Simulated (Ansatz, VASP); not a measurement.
# Cross-check of B107N107O (V_B-O_N) between VASP and Ansatz, part 2 of 2

Aim: how closely do two programs agree when they are given the same cell, functional and k mesh? The cell is taken from a series of runs on this material, whose earlier steps may have relaxed, scaled, displaced or heated it; both programs get it as it stands.

VASP 6.6.1 and Ansatz 0.2.0.

So far: The starting structure; Ansatz: single point, PBEsol.

### Step 3. VASP: single point, PBEsol

Level of this step: PBEsol, spin-polarised from a ferromagnetic start; plane waves and PAW (B, N, O) (VASP).

The same cell, functional, mesh and smearing now go to VASP, with its own data sets.

Lines of VASP's logs that name or quote its potential files are left out, and so is its time.

Input file INCAR:

```
SYSTEM = B107N107O
PREC = Accurate
ENCUT = 520
EDIFF = 1E-06
NELM = 200
ISMEAR = -1
SIGMA = 0.01
LREAL = Auto
ALGO = Normal
GGA = PS
NELECT = 863
NBANDS = 582
ISPIN = 2
MAGMOM = -0 -0 -0 0 0 0 -0 -0 -0 0 0 -0 -0 -0 -0 0 0 0 -0 -0 -0 -0 -0 -0 -0 -0 -0 0 -0 0 -0 -0 -0 -0 -0 -0 -0 -0 -0 0 0 0 -0 -0 -0 -0 -0 -0 -0 -0 -0 0 0 -0 -0 -0 -0 -0 0 -0 -0 0 0 0 -0 -0 -0 0 0 0 -0 -0 -0 -0 -0 0 0 -0 -0 -0 -0 -0 -0 0 -0 -0 0 0 -0 0 -0 -0 0 0 -0 -0 -0 -0 -0 -0 -0 -0 -0 -0 -0 -0 0 0 0 0 0 0 0 0 0 0 -0 -0 -0 -0 -0 -0 0 0 0 -0 -0 -0 -0 0 -0 0 -0 0 0 0 -0 0 -0 0 -0 -0 -0 -0 -0 -0 0 0 0 -0 -0 -0 -0 0 -0 -0 -0 -0 0.01 0.01 -0 -0 -0 -0 0 -0 0 -0 -0 0 0.02 0.22 0 -0 -0 -0 -0 -0 -0 0 0 -0 0 0 -0 0 0 -0 -0 -0 -0 0 -0 0.22 0.02 0 -0 0 -0 -0 -0 -0 -0 -0 -0 0.02 0.01 0.02 -0 -0 -0 -0 -0 -0 -0
LORBIT = 11
LWAVE = .FALSE.
LCHARG = .FALSE.
ISIF = 2
NUPDOWN = 1
LASPH = .TRUE.
GGA_COMPAT = .FALSE.
```

Input file POSCAR:

```
B107N107O
1.0
   11.2680000000      6.5055840000      0.0000000000
  -11.2680000000      6.5055840000      0.0000000000
    0.0000000000      0.0000000000     13.3220000000
B N O
107 107 1
Direct
    0.9998818517      0.2221791217      0.1259924686
    0.1110042361      0.1110991226      0.1261829464
[... 3 atom lines left out ...]
    0.2215524018      0.2216575348      0.3748383013
[... 10 atom lines left out ...]
    0.1111564999      0.3326898960      0.3747935527
    0.2222237055      0.5547236087      0.3748017893
[... 21 atom lines left out ...]
    0.3325831446      0.1112602844      0.3747692124
[... 1 atom line left out ...]
    0.5546166249      0.2223274226      0.3748387493
[... 6 atom lines left out ...]
    0.3333408720      0.5556705261      0.1279007646
    0.4446722100      0.4447667389      0.1288056468
    0.5555763526      0.3334371054      0.1279156091
    0.3348267685      0.4443524401      0.3749905465
    0.4442461096      0.3349297279      0.3750374183
    0.3332836154      0.5556427389      0.6221291264
    0.4446200309      0.4447433424      0.6212433423
    0.5555195129      0.3334061210      0.6221481810
[... 5 atom lines left out ...]
    0.5554145751      0.6664923715      0.1301137906
[... 1 atom line left out ...]
    0.4425632857      0.6697507336      0.3751367616
[... 3 atom lines left out ...]
    0.5553537131      0.6664582808      0.6198049452
[... 15 atom lines left out ...]
    0.6663980920      0.5555096744      0.1300974750
[... 2 atom lines left out ...]
    0.6696431065      0.4426647207      0.3754084752
[... 2 atom lines left out ...]
    0.6663353154      0.5554770679      0.6197983117
[... 8 atom lines left out ...]
    0.6633518795      0.7760317131      0.3753255597
    0.7759267415      0.6634604624      0.3755293998
[... 24 atom lines left out ...]
    0.2224669108      0.3330594378      0.3748728474
[... 21 atom lines left out ...]
    0.3329532411      0.2225708370      0.3748394799
[... 8 atom lines left out ...]
    0.3332328681      0.4444260859      0.1279642793
    0.4443320135      0.3333280260      0.1279703188
    0.5554156897      0.5555102293      0.1288222382
    0.3322829490      0.5541735639      0.3749400276
    0.5540663412      0.3323859439      0.3750772563
    0.3331708649      0.4443948565      0.6221240518
    0.4442711617      0.3332941210      0.6221326654
    0.5553537130      0.5554769924      0.6211503554
[... 4 atom lines left out ...]
    0.4442025976      0.6665833913      0.1277047002
[... 2 atom lines left out ...]
    0.4411611012      0.7811254339      0.3748299874
    0.5500695937      0.6781561319      0.3757422292
[... 1 atom line left out ...]
    0.4441355663      0.6665530421      0.6223041046
[... 16 atom lines left out ...]
    0.6664901966      0.4442999272      0.1277115411
[... 2 atom lines left out ...]
    0.6780563439      0.5501738571      0.3762636383
    0.7810186303      0.4412657092      0.3749511127
[... 1 atom line left out ...]
    0.6664287549      0.4442574953      0.6223204624
[... 6 atom lines left out ...]
    0.7776226096      0.6666237994      0.1281636321
[... 1 atom line left out ...]
    0.6660047545      0.8909359235      0.3749149484
    0.7758802719      0.7759865049      0.3753598198
    0.8908285690      0.6661096114      0.3750122734
[... 1 atom line left out ...]
    0.7775702588      0.6666002078      0.6218311564
[... 4 atom lines left out ...]
    0.4395783754      0.4396826861      0.3750922543
```

Input file KPOINTS:

```
Automatic mesh
0
Gamma
1 1 1
0 0 0
```

PAW data sets: B, N and O (PBE family, release 64).

On the command line:

```
export OMP_NUM_THREADS=3
mpirun -np 1 vasp_gam
```

Numbers of over 12 decimals in the logs are rounded to 6 here.

What it wrote:

```text
[banner, memory and clock lines left out]
running    1 mpi-ranks, on    1 nodes
[...]
Offloading initialized ...    1 GPUs detected
[...]
|                                                                             |
|               ----> ADVICE to this user running VASP <----                  |
|                                                                             |
|     You enforced a specific xc type in the INCAR file but a different       |
|     [... a line on the potential file left out ...]
|     I HOPE YOU KNOW WHAT YOU ARE DOING!                                     |
|                                                                             |

 LDA part: xc-table for (Slater+PW92), standard interpolation
 POSCAR, INCAR and KPOINTS ok, starting setup
[...]
entering main loop
       N       E                     dE             d eps       ncg     rms          rms(c)
DAV:   1     0.808999578778E+04    0.80900E+04   -0.48883E+05  2336   0.148E+03
DAV:   2    -0.113755565489E+04   -0.92276E+04   -0.86345E+04  3464   0.379E+02
DAV:   3    -0.211458687943E+04   -0.97703E+03   -0.96467E+03  2720   0.126E+02
DAV:   4    -0.214026764375E+04   -0.25681E+02   -0.25614E+02  2784   0.217E+01
DAV:   5    -0.214079990014E+04   -0.53226E+00   -0.53184E+00  2744   0.313E+00BRMIX: very serious problems
 the old and the new charge density differ
 old charge density:   862.00000 new  862.99999
    0.810E+01
DAV:   6    -0.197486264698E+04    0.16594E+03   -0.44730E+02  2544   0.248E+01    0.372E+01
DAV:   7    -0.195892667235E+04    0.15936E+02   -0.27404E+01  2592   0.661E+00    0.226E+01
DAV:   8    -0.195420959963E+04    0.47171E+01   -0.14865E+01  2592   0.452E+00    0.324E+00
DAV:   9    -0.195413901052E+04    0.70589E-01   -0.69718E-01  2600   0.114E+00    0.146E+00
[...]
DAV:  17    -0.195416266147E+04    0.14352E-04   -0.19294E-05  2768   0.905E-03    0.143E-02
DAV:  18    -0.195416265432E+04    0.71546E-05   -0.23204E-05  2672   0.814E-03    0.753E-03
DAV:  19    -0.195416265361E+04    0.71382E-06   -0.97471E-06  2712   0.542E-03
   1 F= -.19541627E+04 E0= -.19541627E+04  d E =-.554177E-14  mag=     1.0001
```

Parts of OUTCAR (step 3):

```text
 magnetization (x)
# of ion       s       p       d       tot
------------------------------------------
    1       -0.000  -0.000   0.000  -0.000
    2       -0.000  -0.000   0.000  -0.000
    3       -0.000  -0.000   0.000  -0.000
    4        0.000   0.000   0.000   0.000
    5        0.000   0.000   0.000   0.000
    6        0.000   0.000   0.000   0.000
[...]
213       -0.000  -0.000   0.000  -0.000
  214       -0.000  -0.000   0.000  -0.000
  215       -0.001   0.000   0.000  -0.000
--------------------------------------------------
tot          0.063   0.711   0.000   0.774
```

The run ends at a pressure of 1.82 GPa, with forces up to 2.8 eV/Å.

### Step 4. Differences

Known differences besides the potentials themselves: VASP starts from the moments at which Ansatz ended; the cutoff is 420 eV in Ansatz and 520 eV in VASP (PREC = Accurate, projectors in real space); Ansatz makes its cores anew for this functional, VASP keeps those of its PBE data sets; site moments are counted in spheres of each program's own size. Total energies have different zeros and are not compared.

The two programs side by side:

| quantity | Ansatz | VASP | difference |
| --- | --- | --- | --- |
| total moment, fixed by the input (μB) | 1.00 | 1.00 | 0.00 |
| moment on N194 (μB) | 0.22 | 0.32 | -0.11 |
| moment on N172 (μB) | 0.22 | 0.32 | -0.11 |

Forces on 7 of the 215 atoms, those with the largest forces and the largest differences (eV/Å; atoms numbered as in POSCAR):

| atom | Ansatz x, y, z | VASP x, y, z |
| --- | --- | --- |
| B52 | 0.558, -0.081, -0.002 | 0.482, -0.072, -0.002 |
| B53 | -0.558, -0.081, -0.003 | -0.481, -0.071, -0.003 |
| B64 | -0.300, -0.873, -0.001 | -0.293, -0.889, -0.001 |
| B87 | 0.300, -0.872, -0.007 | 0.294, -0.889, -0.007 |
| N172 | 2.544, 1.098, 0.006 | 2.560, 1.096, 0.006 |
| N194 | -2.544, 1.098, 0.008 | -2.560, 1.096, 0.008 |
| O215 | 0.000, -0.828, -0.004 | 0.001, -0.804, -0.005 |

The forces differ by 4.8 meV/Å r.m.s., which is 2.8 % of the r.m.s. force of 0.173 eV/Å (both taken over all components). The cell carries a charge of -1 e against a uniform background, so its pressure also hangs on how the neutralising background is counted, and in a defect's cell a gap may be the spacing between its levels.

### Step 5. What came out

- r.m.s. force difference (single point, PBEsol): 4.8 meV/Å

The r.m.s. force difference is 4.8 meV/Å (single point, PBEsol), within the 12 meV/Å picked in this series as the mark of a large difference. How closely two codes agree says nothing of how well the functional describes the real material.

[Lines on the potential files, build, host, timing and source positions are cut from VASP's logs without a mark.]

[Logs are printed without paths, hosts, clocks, repeated set-up lines and the standing remarks that a program may print on its own settings, such as how far it seeks lower states.]

[Hosts, paths, dates, database ids (printed as entryN), source tags and the programs' standing remarks are cut or masked in the printed files.]
